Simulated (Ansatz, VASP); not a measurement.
# Cross-check of AlN between VASP and Ansatz, part 2 of 2

Aim: how closely do two programs agree when they are given the same cell, functional and k mesh? The cell is taken from a series of VASP runs on this material, whose earlier steps may have relaxed, scaled or displaced it; both programs get it as it stands.

VASP 6.6.1 and Ansatz 0.2.0.

So far: Set-up; VASP: band structure, HSE06.

### Step 3. Ansatz: band structure, HSE06

Level of this step: Ansatz beside VASP: Kohn-Sham DFT, plane waves, HSE06 (Ansatz).

Ansatz runs on its default PAW (the set named soft_2) files.

The same cell, functional, mesh and smearing now go to Ansatz, which takes its cutoff from its data sets.

input.yaml

```yaml
crystal:
  lattice:
    - [3.1057024824, 0.0, 0.0]
    - [-1.5528512412, 2.6896172464, 0.0]
    - [0.0, 0.0, 4.973887517]
  atoms:
    - { symbol: Al, position: [0.6666666667, 0.3333333333, 6.83508e-05] }
    - { symbol: Al, position: [0.3333333333, 0.6666666667, 0.5000683508] }
    - { symbol: "N", position: [0.6666666667, 0.3333333333, 0.3819316492] }
    - { symbol: "N", position: [0.3333333333, 0.6666666667, 0.8819316492] }
hamiltonian:
  xc: { exchange: pbe, correlation: pbe, exx: { coeff: 0.25, omega: 0.2 } }
  pseudopotentials: { kind: paw }
kpoints:
  mp_grid: { grid: [5, 5, 3] }
  band_path:
    path:
      - [0.0, 0.0, 0.0]
      - [0.4, 0.0, 0.0]
      - [0.4, 0.2, 0.0]
      - [0.2, 0.2, 0.0]
      - [0.0, 0.0, 0.1]
      - [0.0, 0.0, 0.5]
      - [0.4, 0.0, 0.5]
      - [0.4, 0.2, 0.5]
      - [0.2, 0.2, 0.5]
      - [0.5, 0.0, 0.4]
      - [0.33333, 0.33333, 0.0]
      - [0.33333, 0.33333, 0.5]
    npoints: 1
scf:
  occupations: { method: gaussian, width: 0.05 }
  n_extra_bands: 8
output:
  forces: true
  stress: true
  eigenvalues: true
```

On the command line:

```sh
$ ansatz run input.yaml --threads 4 --pin off --max-ram 9216MiB --backend cpu --events-out ev --progress --plain --runs-dir out
```

Numbers of over 12 decimals in the logs are rounded to 6 here.

Log:

```text
Warning: output.stress: scf.convergence.dr2_threshold = 1e-7 eV (the SCF's general default) is looser than the 4e-10 eV advised for a printed stress (1e-10 eV for each atom of the cell: 4). What an SCF threshold leaves in a stress goes as its square root, and in the free energy as the threshold itself, and one threshold admits the most on a small cell: [figures from the program's tests cut] Set scf.convergence.dr2_threshold to 4e-10 eV or tighter. The threshold is an SCF's pass mark: one that does not reach it within its budget of iterations ends unconverged, or closes short of it on a stop that the run arms, and scf.convergence.dr2_threshold's page says what that costs each kind of run
Warning: output.stress: scf.exx.energy_threshold = 1e-6 eV is looser than the 4e-8 eV advised for a stress under a hybrid functional (1e-8 eV for each atom of the cell: 4). Every SCF of the exchange loop can meet its threshold on dr2 while the loop round them stops early: no threshold on dr2 bounds what that leaves in the stress. Set scf.exx.energy_threshold to 4e-8 eV or tighter. The threshold is the loop's pass mark: a loop that does not reach it within its budget of cycles ends unconverged, and scf.exx.energy_threshold's page has the law
scf.n_extra_bands = 8 over 8 filled bands (N_el = 16.0): the run solves 16 bands
Engine: ansatz 0.2.0, aarch64-unknown-linux-gnu
Pseudopotentials: kind: paw
Pseudopotential: Al, paw, valence charge 3, recommended cutoff 420 eV (normal), Al.paw.azcp
Pseudopotential: N, paw, valence charge 5, recommended cutoff 420 eV (normal), N.paw.azcp
Functional definition: unnamed
  parameter a_1 = 0.25
  parameter omega_1 = 0.2/angstrom
  exchange = pbe_x + (-a_1)*pbe_x_sr(omega_1) + a_1*exact_x_sr(omega_1)
  correlation = pbe_c
Crystal: 4 atoms, lattice volume = 41.548 Å³
Basis set: ecut = 420 eV, 809 PW (Γ), exchange–correlation on 48×48×72 points (8 copies of the dense FFT grid, shifted against one another)
Bands: 16, of which v1, the nominal top of the filled ones, is band 8 counted from 1 (7 counted from 0)
Symmetry: 12 space group operations
Space group: P63mc (ITA 186), of the structure as read, at distance tolerance 3.5e-5 Å
k-points: 10 of 75 (time reversal used)
Non-local potential: Al, projectors of the file, l = 0: 2, l = 1: 2, l = 2: 1
Non-local potential: N, projectors of the file, l = 0: 2, l = 1: 2, l = 2: 1
PAW form: soft (Blöchl's): semilocal exchange-correlation on the pseudo side does not see the compensation charge
PAW frozen core: Al, regenerated for the run's functional, and the local potential with it (the file was generated under x = pbe(κ = 0.804, μ = 0.219515), c = pbe(β = 0.066725))
PAW frozen core: N, regenerated for the run's functional, and the local potential with it (the file was generated under x = pbe(κ = 0.804, μ = 0.219515), c = pbe(β = 0.066725))
PAW one-centre angular grid: Al, 110 points (default); XC on 64 Gauss nodes
PAW one-centre angular grid: N, 110 points (default); XC on 64 Gauss nodes
Initial density: superposition of atomic densities (neutral atoms: chi_scale 0, normalization atom), corrected by the library's trained network
Initial wavefunctions: pseudopotential atomic-orbital guess
Functional: x = pbe(κ = 0.804, μ = 0.219515), c = pbe(β = 0.066725), warm-up for x = pbe(κ = 0.804, μ = 0.219515) + 0.25 (exact − pbe) at short range (hse, ω = 0.2 Å⁻¹), c = pbe(β = 0.066725)
SCF iter   1: F=—  HF=-1848.473334 eV  |F-HF|=—  |Δ(HF+E_count)|=         —  Δρ=7.94e-4  dr2=1.02e-4  ethr=1.77e-3  ⟨swp⟩=2.0  Hψ=1143  notcnv=0
preconditioner: auto → none  [insulator: Δε(μ)=4.238 eV  Ē_g=15.438 eV  σ=0.050 eV  W_gap=1.00  n_scr=2 (ndim 8)  ℏωp=23.0 eV  f_vac=0.000  D(μ)=0.00/eV (n_scr^D=0)]
SCF iter   2: F=-1848.473595 eV  HF=-1848.473526 eV  |F-HF|=6.91e-5  |Δ(HF+E_count)|=   1.91e-4  Δρ=3.91e-4  dr2=2.08e-5  ethr=6.34e-7  ⟨swp⟩=4.3  Hψ=321  notcnv=0  defer=2
SCF 1 stopped early in 2 iterations: F = -1848.473595 eV  dr2 = 2.08e-5
  greatest PAW one-centre occupation: 0.788 electrons in one spin orbital (limit 2), on the N atom at site 3 (counted from 0), in its partial waves of l = 0
Initial density: handed on by an earlier stage of this run
Initial wavefunctions: those handed on with the density
Functional: x = pbe(κ = 0.804, μ = 0.219515) + 0.25 (exact − pbe) at short range (hse, ω = 0.2 Å⁻¹), c = pbe(β = 0.066725)
Exchange kernel: α = 0.2500, screened, ω = 0.2000 Å⁻¹, Wigner–Seitz truncation, v(0) = 1102.8600 eV·Å³, q-mesh 5×5×3, nearest image of the exchange supercell L = 14.92 Å, pair-density grid 15×15×24, without the augmentation charges, whose exchange is taken in its separable form by FFT convolution over the k-point mesh (sized by the pseudopotential files, 18×18×36 at the most), smooth part of the exact exchange by density-matrix convolution
Frozen-core exchange: fock
SCF iter   1: F=—  HF=-1849.424253 eV  |F-HF|=—  |Δ(HF+E_count)|=         —  Δρ=6.27e-3  dr2=7.71e-3  ethr=1.30e-6  ⟨swp⟩=7.8  Hψ=884  notcnv=0
preconditioner: auto → none  [insulator: Δε(μ)=5.583 eV  Ē_g=17.603 eV  σ=0.050 eV  W_gap=1.00  n_scr=2 (ndim 8)  ℏωp=23.0 eV  f_vac=0.000  D(μ)=0.00/eV (n_scr^D=0)]
SCF iter   2: F=—  HF=-1849.421387 eV  |F-HF|=—  |Δ(HF+E_count)|=   2.87e-3  Δρ=2.84e-3  dr2=2.16e-3  ethr=1.30e-6  ⟨swp⟩=3.9  Hψ=332  notcnv=0
iter 3 solved again at ethr=4.85e-9 eV; its pass at ethr=1.30e-6 eV (dr2=7.76e-7 eV) is discarded
SCF iter   3: F=—  HF=-1849.420690 eV  |F-HF|=—  |Δ(HF+E_count)|=   6.97e-4  Δρ=5.81e-5  dr2=4.89e-4  ethr=4.85e-9  ⟨swp⟩=3.9  Hψ=805  notcnv=0
SCF iter   4: F=—  HF=-1849.425615 eV  |F-HF|=—  |Δ(HF+E_count)|=   4.93e-3  Δρ=5.05e-4  dr2=7.78e-5  ethr=4.85e-9  ⟨swp⟩=5.0  Hψ=679  notcnv=0
SCF iter   5: F=—  HF=-1849.425600 eV  |F-HF|=—  |Δ(HF+E_count)|=   1.49e-5  Δρ=1.70e-4  dr2=1.55e-5  ethr=4.85e-9  ⟨swp⟩=4.1  Hψ=401  notcnv=0
SCF iter   6: F=-1849.425643 eV  HF=-1849.425643 eV  |F-HF|=7.56e-7  |Δ(HF+E_count)|=   4.22e-5  Δρ=6.01e-5  dr2=1.37e-6  ethr=4.85e-9  ⟨swp⟩=4.0  Hψ=396  notcnv=0
SCF 2 stopped early in 6 iterations: F = -1849.425643 eV  dr2 = 1.37e-6
  Residual-converged pass: ⟨swp⟩=3.0  Hψ=308  notcnv=0  max |occ|·‖R‖ = 5.4e-6 eV (tolerance 6.7e-6 eV)  dr2=1.37e-6  dr2_onsite=9.22e-8  max |Δocc| = 0.0e0
hybrid outer 1: dexx = +5.429e-3 eV, tail = 9.53e-6 eV
Exchange kernel: α = 0.2500, screened, ω = 0.2000 Å⁻¹, Wigner–Seitz truncation, v(0) = 1102.8600 eV·Å³, q-mesh 5×5×3, nearest image of the exchange supercell L = 14.92 Å, pair-density grid 15×15×24, without the augmentation charges, whose exchange is taken in its separable form by FFT convolution over the k-point mesh (sized by the pseudopotential files, 18×18×36 at the most), smooth part of the exact exchange by density-matrix convolution
Frozen-core exchange: fock
SCF iter   1: F=—  HF=-1849.425644 eV  |F-HF|=—  |Δ(HF+E_count)|=         —  Δρ=2.48e-5  dr2=2.18e-7  ethr=2.98e-7  ⟨swp⟩=3.3  Hψ=363  notcnv=0
preconditioner: auto → none  [insulator: Δε(μ)=5.632 eV  Ē_g=17.609 eV  σ=0.050 eV  W_gap=1.00  n_scr=2 (ndim 8)  ℏωp=23.0 eV  f_vac=0.000  D(μ)=0.00/eV (n_scr^D=0)]
SCF iter   2: F=—  HF=-1849.425644 eV  |F-HF|=—  |Δ(HF+E_count)|=   2.07e-8  Δρ=8.77e-6  dr2=2.37e-8  ethr=1.29e-9  ⟨swp⟩=3.1  Hψ=321  notcnv=0
SCF iter   3: F=-1849.425644 eV  HF=-1849.425644 eV  |F-HF|=1.99e-9  |Δ(HF+E_count)|=   6.60e-8  Δρ=3.31e-6  dr2=2.28e-9  ethr=7.64e-11  ⟨swp⟩=3.9  Hψ=412  notcnv=0  defer=1
SCF 3 converged in 3 iterations: F = -1849.425644 eV  dr2 = 2.28e-9
  Residual-converged pass: ⟨swp⟩=3.0  Hψ=319  notcnv=0  max |occ|·‖R‖ = 4.6e-7 eV (tolerance 6.3e-7 eV)  dr2=2.26e-9  dr2_onsite=7.78e-10  max |Δocc| = 0.0e0
hybrid outer 2: dexx = +7.525e-8 eV, tail = 7.66e-9 eV, Δε = 1.56e-3 eV (about 5.67e-5 eV left of the loop's levels), ΔF = 3.37e-4 eV/Å (tail 2.02e-4)
NSCF: frozen V_eff on 12 k-points
hybrid SCF converged: 2 outer / 9 inner (+2 warm-up), last move |dexx| = 7.52e-8 eV, tail = 7.66e-9 eV
Stability not checked: this state was not tested for a lower state beside it, because the functional holds exact exchange (a hybrid, or Hartree-Fock), whose exchange loop this test does not read (fock_operator; see scf.lower_state_search)
Free energy (F): -1849.425644 eV
Frozen-core exchange: fock
Harris-Foulkes:  -1849.425644 eV  (|F-HF|=1.99e-9)
Internal energy: -1849.425644 eV  (E = F + TS)
E sigma→0 (E₀):  -1849.425644 eV
Fermi energy:    9.100065 eV
--- Per-component energies (eV) ---
  E_band       = 8.361032
  E_kinetic    = 320.547208
  E_local      = -446.381613  (includes V_loc(G=0)·N_el)
  E_nonlocal   = 108.507197
  E_hartree    = 155.981674
  E_xc         = -165.085838
  E_vxc        = -173.846696  (∫ρ·V_xc dr)
  E_exx        = -36.156729  (= α·E_x^exact, valence–valence)
  E_paw        = -1193.822559  (= ΣΔE_a)
  E_vpaw       = -40.115782  (= ΣTr[D̂ρ^β])
  E_aug_tail   = 0.000192  (compensation charges beyond the density's cutoff)
  E_ewald      = -592.881073
  E_core_change = -0.134105  (= ΣΔE_core)
  E_smearing   = -0.000000  (= −TS)
  E_closure    = -0.000001  (closes the sum)
  Σ components = -1849.425644   (vs F -1849.425644, Δ=0.00e0)
--- Forces (eV/Å), atoms counted from 1 ---
  atom   1  Al     0.00000000    -0.00000000    -0.00234782
  atom   2  Al     0.00000000     0.00000000    -0.00234782
  atom   3  N      0.00000000     0.00000000     0.00231612
  atom   4  N     -0.00000000     0.00000000     0.00231612
  max |Σ_I F_I| component: 6.34e-5 eV/Å
--- Stress (GPa, compression-positive) ---
       -0.240485       0.000000      -0.000000
        0.000000      -0.240485       0.000000
       -0.000000       0.000000      -0.529269
  P = ⅓ Tr σ = -0.3367 GPa (-3.367 kbar)
--- Band table (eV; the first three rows and the last of 10) ---
  k-point 0: bands = [... 4 lower, 5.3263, 6.0413, 6.0413, 6.2841, 11.9161, 14.5027, 18.8088, 19.1214, ... 4 higher]
  k-point 1: bands = [... 4 lower, 5.4966, 5.4966, 5.8538, 5.8538, 13.4346, 14.6472, 18.2525, 19.1300, ... 4 higher]
  k-point 2: bands = [... 4 lower, 4.2664, 4.7634, 5.9056, 6.0005, 13.5928, 15.6902, 16.5803, 17.7381, ... 4 higher]
  k-point 9: bands = [... 4 lower, 2.5488, 3.5255, 4.6852, 5.2961, 13.5968, 14.9445, 16.6910, 16.9369, ... 4 higher]
```

It took 9.5 s on 4 threads of Arm Neoverse V2, shared host; peak memory 0.58 GiB.

### Step 4. Side by side

Known differences besides the potentials themselves: exact exchange at q = 0 is treated differently, which shows on coarse meshes; VASP keeps PBE cores, Ansatz makes them for the functional; the cutoff is 420 eV in Ansatz and 520 eV in VASP; VASP takes a coarser grid for exact exchange (PRECFOCK = Fast). Total energies have different zeros and are not compared.

Compared:

```
                     quantity  Ansatz   VASP  difference
gap over the path points (eV)   5.632  5.626      +0.006
```

Levels at points of the path, from each program's valence-band top (eV; 4 filled, then empty):

```
k (reciprocal lattice)                                   Ansatz                                     VASP
     0.000 0.000 0.000   -0.96 -0.24 -0.24 0.00 5.63 8.22 12.53   -0.97 -0.24 -0.24 0.00 5.63 8.19 12.53
     0.400 0.000 0.000   -4.12 -2.20 -1.41 -0.71 7.42 7.54 9.73   -4.15 -2.22 -1.42 -0.72 7.41 7.55 9.72
     0.400 0.200 0.000  -3.54 -3.23 -2.09 -1.95 6.72 9.06 10.75  -3.57 -3.26 -2.10 -1.96 6.73 9.08 10.76
     0.200 0.200 0.000  -4.12 -2.31 -1.35 -0.97 8.12 8.89 10.10  -4.15 -2.33 -1.36 -0.98 8.13 8.89 10.12
     0.000 0.000 0.100  -0.94 -0.26 -0.26 -0.24 5.83 8.25 12.45  -0.95 -0.26 -0.26 -0.24 5.82 8.22 12.45
     0.000 0.000 0.500  -0.61 -0.61 -0.61 -0.61 8.03 8.03 12.08  -0.62 -0.62 -0.62 -0.62 8.01 8.01 12.06
     0.400 0.000 0.500  -1.58 -1.58 -1.53 -1.53 6.93 6.93 11.02  -1.59 -1.59 -1.54 -1.54 6.93 6.93 11.02
     0.400 0.200 0.500  -3.32 -3.32 -0.97 -0.97 7.88 7.88 10.54  -3.34 -3.34 -0.98 -0.98 7.89 7.89 10.55
     0.200 0.200 0.500  -2.43 -2.43 -1.26 -1.26 8.05 8.05 11.16  -2.44 -2.44 -1.28 -1.28 8.05 8.05 11.16
     0.500 0.000 0.400  -1.95 -1.84 -1.37 -1.22 6.38 7.07 10.60  -1.96 -1.85 -1.39 -1.23 6.38 7.06 10.60
```

At this near-relaxed geometry the largest component of a force difference is 3 meV/Å. Among the levels compared at these points, filled levels agree within 40 meV and empty ones within 33 meV.

### Step 5. Summary of results

| Property | Result |
| --- | --- |
| difference in gap over the path points (band structure, HSE06) | 0.0057 eV |

What this shows: The difference in gap over the path points is 0.0057 eV (band structure, HSE06), within the 0.08 eV picked in this series as the mark of a large difference. How closely two codes agree says nothing of how well the functional describes the real material.

[Lines on the potential files, build, host, timing and source positions are cut from VASP's logs without a mark.]

[Logs are printed without paths, hosts, clocks, repeated set-up lines and the standing remarks that a program may print on its own settings, such as how far it seeks lower states.]

[Hosts, paths, dates, database ids (printed as entryN), source tags and the programs' standing remarks are cut or masked in the printed files.]
